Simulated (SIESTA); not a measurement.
Runs of SIESTA 5.4.2 on MgTe. The cell holds a slab with vacuum, 6 atoms: a = 4.571 Å, b = 4.571 Å, c = 23.397 Å, α = 90.00°, β = 90.00°, γ = 120.00°. 

```tsv
potentials or basis	gap on the mesh (eV)	largest force (eV/Å)
PseudoDojo 0.4 standard (PBE files), SZP (energy shift 0.003 Ry)	none	0.77
PseudoDojo 0.4 standard (PBE files), TZDP (energy shift 0.003 Ry; two zetas on semicore shells)	none	0.78
PseudoDojo 0.4 standard (PBE files), TZP (energy shift 0.003 Ry; two zetas on semicore shells)	none	0.77
PseudoDojo 0.4 standard (PBE files), DZDP (energy shift 0.003 Ry; two zetas on semicore shells)	none	(a)
PseudoDojo 0.4 standard (PBE files), DZP (energy shift 0.003 Ry; two zetas on semicore shells)	none	0.77
```

Alike in all rows: task band structure; level PBE; no spin polarisation; cell as given; k mesh 7 × 7 × 1; smearing fermi-dirac 0.05 eV; grid cutoff 800 Ry; energy shift 0.003 Ry.

Question: Estimate the missing entries.

Answer: (a) 0.76.

Caveats: spin-orbit coupling is left out, which moves the levels of the heavy elements; the basis of atomic orbitals isn't converged, which shifts pressures, moduli and gaps.

A k mesh can miss the band edges, and the runs leave out spin-orbit coupling on Te.

A gap of «none» marks a metal or a gap under the smearing width.
